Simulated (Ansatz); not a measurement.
An Ansatz run on a 2-atom cell of BaO started from a crystallographic database left the output below. The geometry is the r2SCAN minimum.

The cell given to it:
```
Ba O
1.0
     0.00000    2.77194    2.77194
     2.77194    0.00000    2.77194
     2.77194    2.77194    0.00000
Ba O
1 1
Direct
  0.00000 0.00000 0.00000
  0.50000 0.50000 0.50000
```

Output, abridged:
```
Pseudopotential: Ba, paw, valence charge 10, recommended cutoff 420 eV
Pseudopotential: O, paw, valence charge 6, recommended cutoff 420 eV
Crystal: 2 atoms, lattice volume = 42.597 Å³
Basis set: ecut = 420 eV, 869 PW (Γ)
Bands: 12, of which v1, the nominal top of the filled ones, is band 8 counted from 1 (7 counted from 0)
Symmetry: 48 space group operations
Space group: Fm-3m (ITA 225)
k-points: 8 of 64
Free energy (F): -6519.541423 eV
Fermi energy:    8.556345 eV
--- Per-component energies (eV) ---
  E_band       = -15.228116
  E_kinetic    = 344.956939
  E_local      = -563.196019
  E_nonlocal   = 105.024735
  E_hartree    = 200.682800
  E_xc         = -243.986440
  E_vxc        = -232.529525
  E_paw        = -5383.407420
  E_vpaw       = -70.851193
  E_ewald      = -979.618402
--- G₀W₀: contour deformation, 7 samples at zero and on the imaginary axis and 2 off it, 64 q-points, 315 empty bands' worth ---
    ik  band        ε_KS         Σx   Σc(E_QP)       V_xc       Z   E_QP_lin       E_QP  E_QP is
     0     7      8.1125   -24.3570     4.2437   -19.2398  0.7188     7.2210     7.2389  root
     0     8      8.1125   -24.3570     4.2437   -19.2398  0.7188     7.2210     7.2389  root
     0     9     12.1385    -6.5163    -3.9643   -10.8462  0.8215    12.5058    12.5041  root
     0    10     13.2982    -6.1884    -4.4193   -11.1986  0.8080    13.8925    13.8890  root
     3     7      8.1487   -24.2851     4.1615   -19.2335  0.7217     7.2401     7.2586  root
     3     8      8.1487   -24.2851     4.1615   -19.2335  0.7217     7.2401     7.2586  root
     3     9     11.5507    -5.4305    -4.1308    -9.9917  0.8205    11.9838    11.9811  root
     3    10     13.8006    -6.9489    -4.2597   -11.6935  0.8085    14.2890    14.2855  root
     5     7      7.2106   -23.1241     4.4173   -17.7648  0.7077     6.2415     6.2686  root
     5     8      8.1469   -23.9569     4.0081   -19.0294  0.7265     7.2079     7.2274  root
     5     9     13.1981    -6.9719    -4.3274   -11.9002  0.7959    13.8044    13.7990  root
     5    10     14.2726    -8.3860    -4.3691   -13.3801  0.7793    14.9090    14.8976  root
     6     7      8.3389   -24.6662     4.1105   -19.6787  0.7237     7.4447     7.4619  root
     6     8      8.5563   -24.9185     3.9549   -20.0626  0.7299     7.6380     7.6554  root
     6     9     10.6020    -5.2782    -3.9397    -9.5575  0.8249    10.9431    10.9416  root
     6    10     14.5632    -8.3027    -4.3956   -13.4288  0.8072    15.3025    15.2937  root
     7     7      8.3414   -24.3589     3.9599   -19.4874  0.7288     7.4112     7.4297  root
     7     8      8.3414   -24.3589     3.9599   -19.4874  0.7288     7.4112     7.4297  root
     7     9     13.0870    -6.6885    -4.3392   -11.6084  0.8010    13.6736    13.6677  root
     7    10     13.0870    -6.6885    -4.3392   -11.6084  0.8010    13.6736    13.6677  root
```

The points are ik 0 = (0, 0, 0) (Γ), ik 3 = (0, 1/4, 1/4), ik 5 = (0, 1/4, -1/4), ik 6 = (0, -1/2, -1/2) (X), ik 7 = (1/4, -1/2, -1/4) (W); band 8 is the last filled one.

Question: What input produced it? Give the YAML.

Answer:
```yaml
crystal:
  # lattice and atoms as above
kpoints:
  mp_grid: { grid: [4, 4, 4] }
hamiltonian:
  xc: pbe
scf:
  occupations: { method: fixed }
gw:
  n_empty_bands: 315
  ecut_chi: 220
  qp_bands: [v2, c2]
  qp_kpoints: band_edges
  screening: { model: contour_deformation }
```
The quasiparticle table needs the gw block. The lines shown narrow the functional down without fixing it; this is the one that was run. This is the file that was run; thresholds and some counts can't be read off the log exactly.

Command: `ansatz run input.yaml --threads 2 --pin off --max-ram 2211MiB --backend cpu --events-out ev --progress --plain --runs-dir out`. It took 32 s on 2 threads of Arm Neoverse V2, on a shared host, load about 0.1 per core; peak host memory 0.5 GiB.

Calculated for a static, non-magnetic cell.

The runs are scalar-relativistic, without spin-orbit coupling.
